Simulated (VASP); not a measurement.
# TaN (Fm-3m) in VASP: notebook

One crystal, TaN, is run at these levels: PBEsol; tasks: single point.

Program: VASP 6.6.1. These are calculated values, not measurements. Logs are shortened: lines on timing, memory, paths and dates and some standing lists are left out, and cuts for length are marked.

## (1) The crystal as given

Symmetry: Fm-3m, No. 225, cubic system. Conventional cell: a = 4.380 Å, b = 4.380 Å, c = 4.380 Å, α = 90.00°, β = 90.00°, γ = 90.00°. Around Ta (site symmetry m-3m) lie 6 N at 2.19 Å. Around N (site symmetry m-3m) lie 6 Ta at 2.19 Å.

The cell comes from a database or a generator and needn't be the stable form of this composition.

## (2) Single point, PBEsol

INCAR reads:

```
PREC = Accurate
ENCUT = 700
EDIFF = 1E-6
ISMEAR = 0
SIGMA = 0.1
LREAL = F
LASPH = T
NELM = 60
ALGO = Normal
ISIF = 2
LWAVE = F
LCHARG = T
GGA = PS
LELF = T
LVHAR = T
```

KPOINTS reads:

```
regular mesh
0
Gamma
  16 16 16
```

POSCAR reads:

```
TaN
1.0
    0.0000000000      2.1897500000      2.1897500000
    2.1897500000      0.0000000000      2.1897500000
    2.1897500000      2.1897500000      0.0000000000
Ta N
1 1
Direct
    0.5000000000      0.5000000000      0.5000000000
    1.0000000000      0.0000000000      0.0000000000
```

Potentials or basis: VASP PAW PBE potentials, release 64 (Ta_pv, N).

Run with:

```bash
> cat potpaw_PBE.64/Ta_pv/POTCAR potpaw_PBE.64/N/POTCAR > POTCAR
> mpirun -np 1 vasp_std > vasp.out
```

OUTCAR:

```text
PREC = Accurate
   ENCUT = 700
   EDIFF = 1E-6
   ISMEAR = 0
   LREAL = F
   LASPH = T
   NELM = 60
   ISIF = 2
   GGA = PS

 ion  position               nearest neighbor table
   1  0.500  0.500  0.500-   2 2.19   2 2.19   2 2.19   2 2.19   2 2.19   2 2.19
   2  0.000  0.000  0.000-   1 2.19   1 2.19   1 2.19   1 2.19   1 2.19   1 2.19

  LATTYP: Found a face centered cubic cell.
 ALAT       =     4.3795000000

  Lattice vectors:

 A1 = (   0.0000000000,   2.1897500000,   2.1897500000)
 A2 = (   2.1897500000,   0.0000000000,   2.1897500000)
 A3 = (   2.1897500000,   2.1897500000,   0.0000000000)

Analysis of symmetry for initial positions (statically):
=====================================================================
 Subroutine PRICEL returns:
 Original cell was already a primitive cell.

 Routine SETGRP: Setting up the symmetry group for a
 face centered cubic supercell.

 Subroutine GETGRP returns: Found 48 space group operations
 (whereof 48 operations were pure point group operations)
 out of a pool of 48 trial point group operations.

The static configuration has the point symmetry O_h .

Analysis of symmetry for dynamics (positions and initial velocities):
=====================================================================
 Subroutine PRICEL returns:
 Original cell was already a primitive cell.

 Routine SETGRP: Setting up the symmetry group for a
 face centered cubic supercell.

 Subroutine GETGRP returns: Found 48 space group operations
 (whereof 48 operations were pure point group operations)
 out of a pool of 48 trial point group operations.

The dynamic configuration has the point symmetry O_h .

 Subroutine INISYM returns: Found 48 space group operations
 (whereof 48 operations are pure point group operations),
 and found     1 'primitive' translations

----------------------------------------------------------------------------------------

                                     Primitive cell

  volume of cell :      20.9997

  direct lattice vectors                    reciprocal lattice vectors
     0.000000000  2.189750000  2.189750000    -0.228336568  0.228336568  0.228336568
     2.189750000  0.000000000  2.189750000     0.228336568 -0.228336568  0.228336568
     2.189750000  2.189750000  0.000000000     0.228336568  0.228336568 -0.228336568

  length of vectors
     3.096774148  3.096774148  3.096774148     0.395490537  0.395490537  0.395490537

  position of ions in fractional coordinates (direct lattice)
     0.500000000  0.500000000  0.500000000
     0.000000000  0.000000000  0.000000000

  ion indices of the primitive-cell ions
   primitive index   ion index
                 1           1
                 2           2

----------------------------------------------------------------------------------------

 KPOINTS: regular mesh

Automatic generation of k-mesh.
 Grid dimensions read from file:
 generate k-points for:   16   16   16

 Generating k-lattice:

  Cartesian coordinates                     Fractional coordinates (reciprocal lattice)
    -0.014271036  0.014271036  0.014271036     0.062500000  0.000000000  0.000000000
     0.014271036 -0.014271036  0.014271036     0.000000000  0.062500000  0.000000000
     0.014271036  0.014271036 -0.014271036     0.000000000  0.000000000  0.062500000

  Length of vectors
     0.024718159  0.024718159  0.024718159

  Shift w.r.t. Gamma in fractional coordinates (k-lattice)
     0.000000000  0.000000000  0.000000000

 Subroutine IBZKPT returns following result:
 ===========================================

 Found    145 irreducible k-points:

 Following reciprocal coordinates:
            Coordinates               Weight
  0.000000  0.000000  0.000000      1.000000
  0.062500  0.000000  0.000000      8.000000
  0.125000  0.000000  0.000000      8.000000
  0.187500  0.000000  0.000000      8.000000
  0.250000  0.000000  0.000000      8.000000
  0.312500  0.000000  0.000000      8.000000
[... 16 lines left out ...]
 -0.125000  0.062500  0.000000     24.000000
 -0.062500  0.062500  0.000000     12.000000
 [... further k-points ...]
   k-points           NKPTS =    145   k-points in BZ     NKDIM =    145   number of bands    NBANDS=     12
   number of dos      NEDOS =    301   number of ions     NIONS =      2
   total plane-waves  NPLWV =  21952
   dimension x,y,z NGX =    28 NGY =   28 NGZ =   28
   dimension x,y,z NGXF=    56 NGYF=   56 NGZF=   56
   ions per type =               1   1
   NGX,Y,Z   is equivalent  to a cutoff of  15.03, 15.03, 15.03 a.u.
   NGXF,Y,Z  is equivalent  to a cutoff of  30.06, 30.06, 30.06 a.u.
 SYSTEM =  unknown system
   PREC   = accura    normal or accurate (medium, high low for compatibility)
   ISTART =      0    job   : 0-new  1-cont  2-samecut
   ICHARG =      2    charge: 1-file 2-atom 10-const
   ISPIN  =      1    spin polarized calculation?
   LNONCOLLINEAR =      F non collinear calculations
   LSORBIT =      F    spin-orbit coupling
   LASPH  =      T    aspherical Exc in radial PAW
   ENCUT  =  700.0 eV  51.45 Ry    7.17 a.u.   6.68  6.68  6.68*2*pi/ulx,y,z
   NELM   =     60;   NELMIN=  2; NELMDL= -5     # of ELM steps
   EDIFF  = 0.1E-05   stopping-criterion for ELM
   LREAL  =      F    real-space projection
[... 7 lines left out ...]
   TEBEG  =    0.0;   TEEND  =   0.0 temperature during run
   PSTRESS=    0.0 pullay stress
   NELECT =      16.0000    total number of electrons
   NUPDOWN=      -1.0000    fix difference up-down
   EMIN   =  10.00;   EMAX   =-10.00  energy-range for DOS
   EFERMI =   0.00;   METHOD = LEGACY
   ISMEAR =     0;   SIGMA  =   0.10  broadening in eV -4-tet -1-fermi 0-gaus
   EFERMI_NEDOS =   21; number of points for ismear=-14 and -15
   IALGO  =     38    algorithm
   IMIX   =      4    mixing-type and parameters
     AMIX     =   0.40;   BMIX     =  1.00
     AMIX_MAG =   1.60;   BMIX_MAG =  1.00
  volume/ion in A,a.u.               =      10.50        70.86
  Fermi-wavevector in a.u.,A,eV,Ry     =   1.495238  2.825590 30.419039  2.235736
  Thomas-Fermi vector in A             =   2.607408
   LORBIT       =      0    0 simple, 1 ext, 2 COOP (PROOUT), +10 PAW based schemes
   GGA     = PS    functional components
   LHFCALC =     F    Hartree Fock is set to
   AEXX    =    0.0000 exact exchange contribution
   IVDW    =     0    specifies the selected vdW correction
   LEPSILON=     F    determine dielectric tensor
   LRPA    =     F    only Hartree local field effects (RPA)
 non-spin polarized calculation
 Gauss-broadening in eV      SIGMA  =   0.10
  energy-cutoff  :      700.00
  volume of cell :       21.00
 maximum number of plane-waves:       905
   NGX = 13   NGY = 13   NGZ = 13

 number of electron      16.0000000 magnetization

 Free energy of the ion-electron system (eV)
  ---------------------------------------------------
  ext. energy  EPLUGINS =         0.00000000
  ---------------------------------------------------
  free energy    TOTEN  =       -23.21766688 eV

  energy without entropy =      -23.21203223  energy(sigma->0) =      -23.21484955

 E-fermi :   9.5090     XC(G=0): -13.6582

 val. band max:        9.5018916942   @ k =  -0.2500   0.3750   0.1250
 cond. band min:       9.5160312301   @ k =  -0.3125   0.3125   0.1250
 fundamental gap:      0.0141395359
 Fermi energy:         9.5089563339

 k-point     1 :       0.0000    0.0000    0.0000
  band No.  band energies     occupation
      1     -26.1614      2.00000
      2     -26.1614      2.00000
      3     -26.1614      2.00000
      4      -9.3926      2.00000
      5       5.6884      2.00000
      6       5.6884      2.00000
      7       5.6884      2.00000
      8       7.3550      2.00000
      9       7.3550      2.00000
     10       7.3550      2.00000
     11       9.5474      0.58657
     12       9.5474      0.58657

 k-point     2 :       0.0625    0.0000    0.0000
  band No.  band energies     occupation
      1     -26.1987      2.00000
      2     -26.1647      2.00000
      3     -26.1647      2.00000
      4      -9.2938      2.00000
      5       5.1640      2.00000
      6       5.3340      2.00000
      7       5.3340      2.00000
      8       7.5176      2.00000
      9       7.5176      2.00000
     10       7.5936      2.00000
     11       9.9531      0.00000
     12       9.9531      0.00000

 k-point     3 :       0.1250    0.0000    0.0000
  band No.  band energies     occupation
      1     -26.3036      2.00000
      2     -26.1743      2.00000
      3     -26.1743      2.00000
      4      -9.0086      2.00000
      5       4.1100      2.00000
      6       4.6075      2.00000
      7       4.6075      2.00000
      8       7.8928      2.00000
      9       7.8928      2.00000
     10       7.9417      2.00000
     11      10.9341      0.00000
     12      10.9341      0.00000
[... 286 lines left out ...]
 k-point    23 :      -0.1250    0.0625    0.0000
  band No.  band energies     occupation
      1     -26.3644      2.00000
      2     -26.2073      2.00000
      3     -26.1697      2.00000
      4      -8.8038      2.00000
      5       3.4481      2.00000
      6       4.0420      2.00000
      7       4.5262      2.00000
      8       7.8350      2.00000
      9       8.0707      2.00000
     10       8.6683      2.00000
     11      10.6072      0.00000
     12      12.0574      0.00000

 k-point    24 :      -0.0625    0.0625    0.0000
  band No.  band energies     occupation
      1     -26.2504      2.00000
      2     -26.1848      2.00000
      3     -26.1636      2.00000
      4      -9.1349      2.00000
      5       4.4550      2.00000
      6       4.7704      2.00000
      7       5.1201      2.00000
      8       7.5329      2.00000
      9       7.7676      2.00000
     10       8.0772      2.00000
     11       9.9866      0.00000
     12      10.8652      0.00000

 [... further k-points ...]

------------------------ aborting loop because EDIFF is reached ----------------------------------------

  FORCE on cell =-STRESS in cart. coord.  units (eV):
  Direction    XX          YY          ZZ          XY          YZ          ZX
  --------------------------------------------------------------------------------------
  -------------------------------------------------------------------------------------
  Total       -0.0002709     -0.0002709     -0.0002709      0.0000000     -0.0000000      0.0000000
  in kB       -0.0206691     -0.0206691     -0.0206691      0.0000000     -0.0000000      0.0000000
  external PRESSURE =      -0.0206691 kB  Pullay stress =       0.0000000 kB

 VOLUME and BASIS-vectors are now :
 -----------------------------------------------------------------------------
  energy-cutoff  :      700.00
  volume of cell :       21.00
      direct lattice vectors                 reciprocal lattice vectors
     0.000000000  2.189750000  2.189750000    -0.228336568  0.228336568  0.228336568
     2.189750000  0.000000000  2.189750000     0.228336568 -0.228336568  0.228336568
     2.189750000  2.189750000  0.000000000     0.228336568  0.228336568 -0.228336568

 POSITION                                       TOTAL-FORCE (eV/Angst)
 -----------------------------------------------------------------------------------
      2.18975      2.18975      2.18975        -0.000000      0.000000      0.000000
      0.00000      0.00000      0.00000         0.000000     -0.000000     -0.000000
 -----------------------------------------------------------------------------------
    total drift:                                0.000000      0.000000      0.000000

  FREE ENERGIE OF THE ION-ELECTRON SYSTEM (eV)
  ---------------------------------------------------
  free  energy   TOTEN  =       -23.2176668750 eV

  energy  without entropy=      -23.2120322326  energy(sigma->0) =      -23.21484955
```

Run time: 23 s. Hardware: 1 thread of Intel Xeon 6975P-C (Granite Rapids), shared host; peak memory 0.21 GiB.

Results:

| Item | Value |
| --- | --- |
| Free energy | -23.2177 eV |
| Pressure | 0.0 GPa |
| Band gap on the k mesh | none (metal or under the smearing width) |

Levels at points of the mesh, in eV from the Fermi level:
| k point | band 5 | band 6 | band 7 | band 8 | band 9 | band 10 | band 11 | band 12 |
| --- | --- | --- | --- | --- | --- | --- | --- | --- |
| (0.00, 0.00, 0.00) | -3.82 | -3.82 | -3.82 | -2.15 | -2.15 | -2.15 | 0.04 | 0.04 |
| (0.50, 0.00, 0.00) | -10.50 | -7.67 | -7.67 | 1.96 | 1.96 | 2.06 | 3.86 | 7.70 |
| (0.50, 0.50, 0.00) | -6.65 | -5.58 | -4.63 | -4.63 | 2.14 | 3.65 | 3.65 | 4.71 |

Caveat: the PAW data sets were made with another functional, which shifts forces and pressure a little.

## (3) Single point, PBEsol

INCAR, as its differences from that of step 2:

```diff
@@ -1,3 +1,3 @@
 PREC = Accurate
-ENCUT = 700
+ENCUT = 520
 EDIFF = 1E-6
```

KPOINTS reads:

```
regular mesh
0
Gamma
  24 24 24
```

POSCAR is that of step 2.

Potentials or basis: VASP PAW PBE potentials, release 64 (Ta_pv, N).

Run with:

```bash
> cat potpaw_PBE.64/Ta_pv/POTCAR potpaw_PBE.64/N/POTCAR > POTCAR
> mpirun -np 1 vasp_std > vasp.out
```

Wall time 27 s (1 thread of Intel Xeon 6975P-C (Granite Rapids), shared host); peak memory 0.24 GiB.

Results (log left out):

| Property | Result |
| --- | --- |
| Free energy | -23.2136 eV |
| Pressure | 0.0 GPa |
| Band gap on the k mesh | none (metal or under the smearing width) |

Levels at points of the mesh, in eV from the Fermi level:
```tsv
k point	band 4	band 5	band 6	band 7	band 8	band 9	band 10	band 11	band 12
(0.00, 0.00, 0.00)	-18.91	-3.83	-3.83	-3.83	-2.16	-2.16	-2.16	0.03	0.03
(0.50, 0.00, 0.00)	-15.75	-10.50	-7.67	-7.67	1.95	1.95	2.05	3.85	7.69
(0.50, 0.50, 0.00)	-17.63	-6.66	-5.58	-4.64	-4.64	2.13	3.63	3.63	4.70
```

Caveat: the PAW data sets were made with another functional, which shifts forces and pressure a little.

## (4) Single point, PBEsol

INCAR, as its differences from that of step 3:

```diff
@@ -4,3 +4,3 @@
 ISMEAR = 0
-SIGMA = 0.1
+SIGMA = 0.5
 LREAL = F
```

KPOINTS reads:

```
regular mesh
0
Gamma
  16 16 16
```

POSCAR is that of step 3.

Run with:

```bash
> cat potpaw_PBE.64/Ta_pv/POTCAR potpaw_PBE.64/N/POTCAR > POTCAR
> mpirun -np 1 vasp_std > vasp.out
```

It took 11 s on 1 thread of Intel Xeon 6975P-C (Granite Rapids), shared host; peak memory 0.17 GiB.

It converged, with:

```yaml
Free_energy: -23.2624 eV
Pressure: 0.5 GPa
Band_gap_on_the_k_mesh: none (metal or under the smearing width)
```

Levels at points of the mesh, in eV from the Fermi level:
```csv
k point,band 5,band 6,band 7,band 8,band 9,band 10,band 11,band 12
"(0.00, 0.00, 0.00)",-3.82,-3.82,-3.82,-2.15,-2.15,-2.15,0.05,0.05
"(0.50, 0.00, 0.00)",-10.49,-7.66,-7.66,1.97,1.97,2.06,3.86,7.71
"(0.50, 0.50, 0.00)",-6.64,-5.57,-4.63,-4.63,2.15,3.65,3.65,4.71
```

Caveat: the PAW data sets were made with another functional, which shifts forces and pressure a little.

## (5) The runs side by side

```csv
k mesh,cutoff (eV),smearing,gap on the mesh (eV),pressure (GPa)
16 × 16 × 16,700,gaussian 0.1 eV,none,0.0
24 × 24 × 24,520,gaussian 0.1 eV,none,0.0
16 × 16 × 16,520,gaussian 0.5 eV,none,0.5
```

Alike in all rows: task single point; level PBEsol; potentials or basis VASP PAW PBE potentials, release 64 (Ta_pv, N); no spin polarisation; cell as given.

Every run on the cell as given and a fine mesh finds a metal.

Caveats: the PAW data sets were made with another functional, which shifts forces and pressure a little.

Total energies depend on the potentials used, so only differences within one code and one set of settings carry meaning.
